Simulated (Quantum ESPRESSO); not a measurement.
# AlN (P6_3mc) in Quantum ESPRESSO: further runs, part 3 of 3

Quantum ESPRESSO 7.5. Earlier steps stand in the parts before.

## Step 5: Band structure, PBE

Input file pw.in:

```
&CONTROL
  calculation = 'scf'
  prefix = 'pwscf'
  outdir = './tmp'
  pseudo_dir = './pseudo'
  tprnfor = .true.
  tstress = .true.
  disk_io = 'low'
/
&SYSTEM
  ibrav = 0
  celldm(1) = 8
  nat = 4
  ntyp = 2
  ecutwfc = 84
  nbnd = 14
  occupations = 'smearing'
  smearing = 'fd'
  degauss = 0.00367493
/
&ELECTRONS
  conv_thr = 8d-10
  electron_maxstep = 120
  mixing_beta = 0.5
/
ATOMIC_SPECIES
Al    26.9815 Al.upf
N     14.0070 N.upf
CELL_PARAMETERS alat
  0.7353396782450   0.0000000000000   0.0000000000000
 -0.3676698391225   0.6368228417753   0.0000000000000
  0.0000000000000   0.0000000000000   1.1765907283451
ATOMIC_POSITIONS crystal
Al     0.6666666667    0.3333333333    0.5000000000
Al     0.3333333333    0.6666666667    0.0000000000
N      0.6666666667    0.3333333333    0.8800000000
N      0.3333333333    0.6666666667    0.3800000000
K_POINTS automatic
10 10 6 0 0 0
```

Input file bands.in:

```
&CONTROL
  calculation = 'bands'
  prefix = 'pwscf'
  outdir = './tmp'
  pseudo_dir = './pseudo'
  disk_io = 'low'
  verbosity = 'high'
/
&SYSTEM
  ibrav = 0
  celldm(1) = 8
  nat = 4
  ntyp = 2
  ecutwfc = 84
  nbnd = 14
  occupations = 'smearing'
  smearing = 'fd'
  degauss = 0.00367493
/
&ELECTRONS
  conv_thr = 1d-08
  electron_maxstep = 120
  mixing_beta = 0.5
  diago_full_acc = .true.
  startingwfc = 'random'
/
ATOMIC_SPECIES
Al    26.9815 Al.upf
N     14.0070 N.upf
CELL_PARAMETERS alat
  0.7353396782450   0.0000000000000   0.0000000000000
 -0.3676698391225   0.6368228417753   0.0000000000000
  0.0000000000000   0.0000000000000   1.1765907283451
ATOMIC_POSITIONS crystal
Al     0.6666666667    0.3333333333    0.5000000000
Al     0.3333333333    0.6666666667    0.0000000000
N      0.6666666667    0.3333333333    0.8800000000
N      0.3333333333    0.6666666667    0.3800000000
K_POINTS crystal
60
 0.0000000000  0.0000000000  0.0000000000 1
 0.0714285714  0.0000000000  0.0000000000 1
 0.1428571429  0.0000000000  0.0000000000 1
 0.2142857143  0.0000000000  0.0000000000 1
 0.2857142857  0.0000000000  0.0000000000 1
 0.3571428571  0.0000000000  0.0000000000 1
 0.4285714286  0.0000000000  0.0000000000 1
 0.5000000000  0.0000000000  0.0000000000 1
 0.4583333333  0.0833333333  0.0000000000 1
 0.4166666667  0.1666666667  0.0000000000 1
 0.3750000000  0.2500000000  0.0000000000 1
 0.3333333333  0.3333333333  0.0000000000 1
 0.2962962963  0.2962962963  0.0000000000 1
 0.2592592593  0.2592592593  0.0000000000 1
 0.2222222222  0.2222222222  0.0000000000 1
 0.1851851852  0.1851851852  0.0000000000 1
 0.1481481481  0.1481481481  0.0000000000 1
 0.1111111111  0.1111111111  0.0000000000 1
 0.0740740741  0.0740740741  0.0000000000 1
 0.0370370370  0.0370370370  0.0000000000 1
 0.0000000000  0.0000000000  0.0000000000 1
 0.0000000000  0.0000000000  0.1250000000 1
 0.0000000000  0.0000000000  0.2500000000 1
 0.0000000000  0.0000000000  0.3750000000 1
 0.0000000000  0.0000000000  0.5000000000 1
 0.0625000000  0.0000000000  0.5000000000 1
 0.1250000000  0.0000000000  0.5000000000 1
 0.1875000000  0.0000000000  0.5000000000 1
 0.2500000000  0.0000000000  0.5000000000 1
 0.3125000000  0.0000000000  0.5000000000 1
 0.3750000000  0.0000000000  0.5000000000 1
 0.4375000000  0.0000000000  0.5000000000 1
 0.5000000000  0.0000000000  0.5000000000 1
 0.4666666667  0.0666666667  0.5000000000 1
 0.4333333333  0.1333333333  0.5000000000 1
 0.4000000000  0.2000000000  0.5000000000 1
 0.3666666667  0.2666666667  0.5000000000 1
 0.3333333333  0.3333333333  0.5000000000 1
 0.3030303030  0.3030303030  0.5000000000 1
 0.2727272727  0.2727272727  0.5000000000 1
 0.2424242424  0.2424242424  0.5000000000 1
 0.2121212121  0.2121212121  0.5000000000 1
 0.1818181818  0.1818181818  0.5000000000 1
 0.1515151515  0.1515151515  0.5000000000 1
 0.1212121212  0.1212121212  0.5000000000 1
 0.0909090909  0.0909090909  0.5000000000 1
 0.0606060606  0.0606060606  0.5000000000 1
 0.0303030303  0.0303030303  0.5000000000 1
 0.0000000000  0.0000000000  0.5000000000 1
 0.5000000000  0.0000000000  0.5000000000 1
 0.5000000000  0.0000000000  0.4000000000 1
 0.5000000000  0.0000000000  0.3000000000 1
 0.5000000000  0.0000000000  0.2000000000 1
 0.5000000000  0.0000000000  0.1000000000 1
 0.5000000000  0.0000000000  0.0000000000 1
 0.3333333333  0.3333333333  0.0000000000 1
 0.3333333333  0.3333333333  0.1250000000 1
 0.3333333333  0.3333333333  0.2500000000 1
 0.3333333333  0.3333333333  0.3750000000 1
 0.3333333333  0.3333333333  0.5000000000 1
```

Potentials or basis: PseudoDojo 0.4 SR PBE stringent.

Command:

```bash
$ OMP_NUM_THREADS=1 pw.x -in pw.in > pw.out
$ OMP_NUM_THREADS=1 pw.x -in bands.in > bands.out
```

pw.out:

```text
This program is part of the open-source Quantum ESPRESSO suite
     for quantum simulation of materials; please cite
[... 9 lines left out ...]
     --------------------
     sticks:   dense  smooth     PW     G-vecs:    dense   smooth      PW
     Sum         805     805    241                29383    29383    4661

     Using Slab Decomposition

     bravais-lattice index     =            0
     lattice parameter (alat)  =       8.0000  a.u.
     unit-cell volume          =     282.0993 (a.u.)^3
     number of atoms/cell      =            4
     number of atomic types    =            2
     number of electrons       =        16.00
     number of Kohn-Sham states=           14
     kinetic-energy cutoff     =      84.0000  Ry
     charge density cutoff     =     336.0000  Ry
     scf convergence threshold =      8.0E-10
     mixing beta               =       0.5000
     number of iterations used =            8  plain     mixing
     Exchange-correlation= PBE
                           (   1   4   3   4   0   0   0)

     celldm(1)=   8.000000  celldm(2)=   0.000000  celldm(3)=   0.000000
     celldm(4)=   0.000000  celldm(5)=   0.000000  celldm(6)=   0.000000

     crystal axes: (cart. coord. in units of alat)
               a(1) = (   0.735340   0.000000   0.000000 )
               a(2) = (  -0.367670   0.636823   0.000000 )
               a(3) = (   0.000000   0.000000   1.176591 )

     reciprocal axes: (cart. coord. in units 2 pi/alat)
               b(1) = (  1.359916  0.785148 -0.000000 )
               b(2) = (  0.000000  1.570295  0.000000 )
               b(3) = (  0.000000 -0.000000  0.849913 )

     PseudoPot. # 1 for Al read from file:
     Al.upf
     Pseudo is Norm-conserving + core correction, Zval =  3.0
     Generated using ONCVPSP code by D. R. Hamann
     Using radial grid of 1876 points,  6 beta functions with:
                l(1) =   0
                l(2) =   0
                l(3) =   1
                l(4) =   1
                l(5) =   2
                l(6) =   2

     PseudoPot. # 2 for N  read from file:
     N.upf
     Pseudo is Norm-conserving + core correction, Zval =  5.0
     Generated using ONCVPSP code by D. R. Hamann
     Using radial grid of 1058 points,  4 beta functions with:
                l(1) =   0
                l(2) =   0
                l(3) =   1
                l(4) =   1

     atomic species   valence    mass     pseudopotential
     Al                3.00    26.98150     Al( 1.00)
     N                 5.00    14.00700     N ( 1.00)

     12 Sym. Ops. (no inversion) found ( 6 have fractional translation)

   Cartesian axes

     site n.     atom                  positions (alat units)
         1        Al     tau(   1) = (   0.3676698   0.2122743   0.5882954  )
         2        Al     tau(   2) = (  -0.0000000   0.4245486   0.0000000  )
         3        N      tau(   3) = (   0.3676698   0.2122743   1.0353998  )
         4        N      tau(   4) = (  -0.0000000   0.4245486   0.4471045  )

     number of k points=    56  Fermi-Dirac smearing, width (Ry)=  0.0037
                       cart. coord. in units 2pi/alat
        k(    1) = (   0.0000000   0.0000000   0.0000000), wk =   0.0033333
        k(    2) = (   0.0000000   0.0000000   0.1416522), wk =   0.0066667
        k(    3) = (   0.0000000   0.0000000   0.2833044), wk =   0.0066667
        k(    4) = (   0.0000000   0.0000000  -0.4249566), wk =   0.0033333
        k(    5) = (   0.0000000   0.1570295   0.0000000), wk =   0.0200000
        k(    6) = (   0.0000000   0.1570295   0.1416522), wk =   0.0400000
[... 48 lines left out ...]
        k(   55) = (   0.4079747   0.7066329   0.2833044), wk =   0.0400000
        k(   56) = (   0.4079747   0.7066329  -0.4249566), wk =   0.0200000

     Dense  grid:    29383 G-vectors     FFT dimensions: (  36,  36,  60)

     Initial potential from superposition of free atoms

     starting charge      15.9951, renormalised to      16.0000
     Starting wfcs are   16 randomized atomic wfcs

     Self-consistent Calculation

     iteration #  1     ecut=    84.00 Ry     beta= 0.50
     Davidson diagonalization with overlap
     ethr =  1.00E-02,  avg # of iterations =  4.2

     total energy              =     -50.82064185 Ry
     estimated scf accuracy    <       1.20238368 Ry

     iteration #  2     ecut=    84.00 Ry     beta= 0.50
     Davidson diagonalization with overlap
     ethr =  7.51E-03,  avg # of iterations =  2.0

     total energy              =     -51.15552259 Ry
     estimated scf accuracy    <       0.14020670 Ry

     iteration #  3     ecut=    84.00 Ry     beta= 0.50
     Davidson diagonalization with overlap
     ethr =  8.76E-04,  avg # of iterations =  1.4
[... 50 lines left out ...]
     total energy              =     -51.17716311 Ry
     estimated scf accuracy    <          1.7E-09 Ry

     iteration # 11     ecut=    84.00 Ry     beta= 0.50
     Davidson diagonalization with overlap
     ethr =  1.05E-11,  avg # of iterations =  2.3

     total energy              =     -51.17716311 Ry
     estimated scf accuracy    <          5.2E-09 Ry

     iteration # 12     ecut=    84.00 Ry     beta= 0.50
     Davidson diagonalization with overlap
     ethr =  1.05E-11,  avg # of iterations =  2.0

     End of self-consistent calculation

          k = 0.0000 0.0000 0.0000 (  3693 PWs)   bands (ev):

    -8.0388  -5.8880   1.1319   6.2749   6.2749   6.9261   6.9261   7.1061
    11.3269  13.7821  17.6974  18.2973  18.2973  20.2841

          k = 0.0000 0.0000 0.1417 (  3657 PWs)   bands (ev):

    -7.9323  -6.0961   1.5030   6.3161   6.3161   6.5089   6.8801   6.8801
    11.8157  13.8473  17.5271  18.2647  18.2647  19.4689

          k = 0.0000 0.0000 0.2833 (  3670 PWs)   bands (ev):

    -7.6239  -6.5908   2.4760   5.2262   6.4306   6.4306   6.7562   6.7562
    12.7629  13.9018  17.2623  18.2877  18.3137  18.3138

          k = 0.0000 0.0000-0.4250 (  3688 PWs)   bands (ev):

    -7.1503  -7.1503   3.7932   3.7932   6.5911   6.5911   6.5911   6.5911
    13.5726  13.5726  17.4512  17.4513  18.6138  18.6138
[... 68 lines left out ...]
    -6.3373  -5.4068   1.8437   2.8869   3.8456   5.2116   6.0078   6.3888
    12.6859  13.2936  15.8623  17.0427  18.5149  18.9051

          k = 0.0000 0.6281 0.2833 (  3673 PWs)   bands (ev):

    -6.1475  -5.6082   1.7010   2.3190   4.7790   5.4276   6.1013   6.1330
    12.3346  13.1967  16.1879  17.0485  18.4631  19.2999

          k = 0.0000 0.6281-0.4250 (  3672 PWs)   bands (ev):

    -5.8811  -5.8811   1.8697   1.8697   5.6697   5.6697   5.7470   5.7470
    12.6703  12.6703  16.5724  16.5724  18.8518  18.8518

          k = 0.0000-0.7851 0.0000 (  3658 PWs)   bands (ev):

    -6.0755  -5.3805   1.6886   2.9777   3.7772   5.0445   5.3398   6.4476
    12.9320  12.9503  15.3155  17.4016  18.0466  19.2908

          k = 0.0000-0.7851 0.1417 (  3658 PWs)   bands (ev):

    -6.0240  -5.4187   1.5406   2.6062   4.1673   5.1219   5.6823   6.3312
    12.4680  13.0115  16.0298  16.8833  18.3620  19.4095

          k = 0.0000-0.7851 0.2833 (  3662 PWs)   bands (ev):

    -5.8852  -5.5316   1.3984   1.9822   4.9850   5.3428   6.0344   6.0385
    12.0943  12.9575  16.2128  16.9109  18.4289  19.2193

          k = 0.0000-0.7851-0.4250 (  3676 PWs)   bands (ev):

    -5.7021  -5.7021   1.5354   1.5354   5.6702   5.6702   5.7562   5.7562
    12.4422  12.4422  16.4230  16.4230  18.9146  18.9146

          k = 0.1360 0.2355 0.0000 (  3675 PWs)   bands (ev):

    -7.6659  -5.6880   1.5802   4.9595   5.2076   6.0992   6.7254   6.9212
    12.7044  15.0365  16.3145  16.5594  19.0944  19.3132

          k = 0.1360 0.2355 0.1417 (  3682 PWs)   bands (ev):

    -7.5649  -5.8710   1.8750   5.0677   5.0737   5.9845   6.6506   6.8000
    12.8997  15.0661  16.0730  16.6507  18.8995  19.1973

          k = 0.1360 0.2355 0.2833 (  3684 PWs)   bands (ev):

    -7.2735  -6.3155   2.6324   4.5023   5.3754   5.9400   6.4522   6.4604
    13.4147  14.7979  15.9797  16.7334  18.5977  19.1040
[... 133 lines left out ...]
    -5.7050  -5.4191   2.3640   2.7805   3.2946   4.5758   4.9406   5.5481
    12.6567  15.2600  16.0602  16.5241  18.6565  18.8014

          k = 0.4080 0.7066 0.2833 (  3659 PWs)   bands (ev):

    -5.6253  -5.4582   2.3408   2.3429   3.1162   4.0590   5.7830   6.1641
    13.4899  14.7618  15.5751  15.7394  18.8004  18.9264

          k = 0.4080 0.7066-0.4250 (  3646 PWs)   bands (ev):

    -5.5315  -5.5315   2.2113   2.2113   3.4882   3.4882   6.2968   6.2968
    14.2104  14.2104  15.3870  15.3870  18.9141  18.9141

     the Fermi energy is     9.7880 ev

!    total energy              =     -51.17716311 Ry
     estimated scf accuracy    <          1.5E-10 Ry
     smearing contrib. (-TS)   =      -0.00000000 Ry
     internal energy E=F+TS    =     -51.17716311 Ry

     The total energy is F=E-TS. E is the sum of the following terms:
     one-electron contribution =      -2.07187036 Ry
     hartree contribution      =      11.37783267 Ry
     xc contribution           =     -16.99667714 Ry
     ewald contribution        =     -43.48644828 Ry

     convergence has been achieved in  12 iterations

     Forces acting on atoms (cartesian axes, Ry/au):

     atom    1 type  1   force =    -0.00000000   -0.00000000   -0.00507692
     atom    2 type  1   force =     0.00000000    0.00000000   -0.00507692
     atom    3 type  2   force =     0.00000000    0.00000000    0.00507692
     atom    4 type  2   force =    -0.00000000   -0.00000000    0.00507692

     Total force =     0.010154     Total SCF correction =     0.000000

     Computing stress (Cartesian axis) and pressure

          total   stress  (Ry/bohr**3)                   (kbar)     P=       33.53
   0.00019070   0.00000000  -0.00000000           28.05        0.00       -0.00
  -0.00000000   0.00019070  -0.00000000           -0.00       28.05       -0.00
  -0.00000000  -0.00000000   0.00030241           -0.00       -0.00       44.49

=------------------------------------------------------------------------------=
   JOB DONE.
=------------------------------------------------------------------------------=
```

Wall time 1.9 min (1 thread of Arm Neoverse V1, shared host); peak memory 0.1 GiB.

Results:

```
Free energy             : -696.3008 eV
Pressure                : 3.4 GPa
Largest force           : 0.131 eV/Å
Band gap on the k mesh  : 4.22 eV, direct
Band gap along the path : 4.22 eV, direct
```

Forces in eV/Å, atoms in the order of the input:
```
Al   0.000  0.000 -0.131
Al   0.000  0.000 -0.131
N    0.000  0.000  0.131
N    0.000  0.000  0.131
```

Stress tensor (GPa, compression positive):
```
2.81 0.00 0.00
0.00 2.81 0.00
0.00 0.00 4.45
```

Levels at the corners of the path, in eV from the valence-band top:
```
point  band 5  band 6  band 7  band 8  band 9  band 10  band 11  band 12
    Γ   -0.83   -0.18   -0.18    0.00    4.22     6.68    10.59    11.19
    M   -3.33   -2.06   -1.77   -0.66    5.83     5.84     8.21    10.30
    K   -3.75   -2.42   -2.37   -2.37    5.08     8.38     9.70     9.70
    Γ   -0.83   -0.18   -0.18    0.00    4.22     6.68    10.59    11.19
    A   -0.51   -0.51   -0.51   -0.51    6.47     6.47    10.35    10.35
    L   -1.44   -1.44   -1.35   -1.35    5.34     5.34     9.32     9.32
    H   -3.83   -3.83   -0.78   -0.78    7.44     7.44     7.88     7.88
    A   -0.51   -0.51   -0.51   -0.51    6.47     6.47    10.35    10.35
    L   -1.44   -1.44   -1.35   -1.35    5.34     5.34     9.32     9.32
    M   -3.33   -2.06   -1.77   -0.66    5.83     5.84     8.21    10.30
    K   -3.75   -2.42   -2.37   -2.37    5.08     8.38     9.70     9.70
    H   -3.83   -3.83   -0.78   -0.78    7.44     7.44     7.88     7.88
```

Caveat: some levels on the path didn't converge.

## Step 6: Summary

| potentials or basis | cutoff (eV) | gap on the mesh (eV) | pressure (GPa) | largest force (eV/Å) |
| --- | --- | --- | --- | --- |
| Ansatz NC SR PBE | 1238 | 4.21 | 3.6 | 0.13 |
| GBRV 1.5 PBE | 612 | 4.20 | 4.2 | 0.13 |
| JTH 2.0 PBE | 680 | 4.21 | 3.9 | 0.13 |
| PseudoDojo 0.4 SR PBE stringent | 1143 | 4.22 | 3.4 | 0.13 |

Alike in all rows: task band structure; level PBE; no spin polarisation; cell as given; k mesh 10 × 10 × 6; smearing fermi-dirac 0.05 eV.

Caveats: some levels on the path didn't converge (some runs).

Total energies depend on the potentials used, so only differences within one code and one set of settings carry meaning.

## Step 7: Comparison with measurements

Step 2. A measured gap of AlN is 6.034 eV (an exciton energy, a little under the gap; 10 K; quoted in “Self-assembly of well-separated AlN nanowires directly on sputtered metallic TiN films”, 2019, arxiv:1910.07391); the calculated 4.21 eV misses it by -1.82 eV. 2 values of this kind are on record (6.034 to 6.0343 eV); this one was drawn at random. The value is that of PBE, without temperature or zero-point motion. Semilocal functionals fall short of measured gaps as a rule.

Step 3. Measured gap of AlN: 6.034 eV (an exciton energy, a little under the gap; 10 K; quoted in “Self-assembly of well-separated AlN nanowires directly on sputtered metallic TiN films”, 2019, arxiv:1910.07391). This calculation gives 4.20 eV (-1.83 eV). 2 values of this kind are on record (6.034 to 6.0343 eV); this one was drawn at random. The value is that of PBE, without temperature or zero-point motion. Semilocal functionals fall short of measured gaps as a rule.

Step 4. Against the measured gap of AlN, 6.034 eV (an exciton energy, a little under the gap; 10 K; quoted in “Self-assembly of well-separated AlN nanowires directly on sputtered metallic TiN films”, 2019, arxiv:1910.07391), the calculated 4.21 eV is off by -1.83 eV. 2 values of this kind are on record (6.034 to 6.0343 eV); this one was drawn at random. The value is that of PBE, without temperature or zero-point motion. Semilocal functionals fall short of measured gaps as a rule.

Step 5. A measured gap of AlN is 6.0343 eV (an exciton energy, a little under the gap; 0 K; quoted in “Structural and optical properties of self-assembled AlN nanowires grown on SiO2/Si substrates by molecular beam epitaxy”, 2024, arxiv:2402.00216); the calculated 4.22 eV misses it by -1.81 eV. 2 values of this kind are on record (6.034 to 6.0343 eV); this one was drawn at random. The value is that of PBE, without temperature or zero-point motion. Semilocal functionals fall short of measured gaps as a rule.
